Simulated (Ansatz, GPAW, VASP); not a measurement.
# Ni: 3 runs at one level of theory

```
CELL_PARAMETERS angstrom
0.00000 1.73757 1.73757
1.73757 0.00000 1.73757
1.73757 1.73757 0.00000
ATOMIC_POSITIONS crystal
Ni 0.00000 0.00000 0.00000
```

Alike in all runs: task single point; functional PBE; k mesh 13 × 13 × 13; occupations gaussian, width 0.013 eV; collinear spin, ferromagnetic start; no spin-orbit coupling. Pressure is positive in compression and, in plane waves, holds the error of the finite cutoff.

| program and potentials | plane-wave cutoff (eV) | notes | pressure (GPa) | net moment per atom (μB) |
| --- | --- | --- | --- | --- |
| GPAW, GPAW PAW data sets (gpaw-data 1.2.1) | 600 | 16 valence electrons an atom on average; this data set often lies off other programs | 10.46 | 0.64 |
| VASP, PBE PAW files Ni, 520 eV | 520 | 10 valence electrons an atom on average | ? | ? |
| Ansatz, all-electron LAPW, scalar-relativistic | - | - | 7.98 | 0.64 |

Estimate from the other rows what the run with VASP, PBE PAW files Ni, 520 eV gave.

Pressure 7.67 GPa; net moment per atom 0.62 μB. The other rows, which needn't bracket it: pressure 7.98 to 10.46; net moment per atom 0.64.
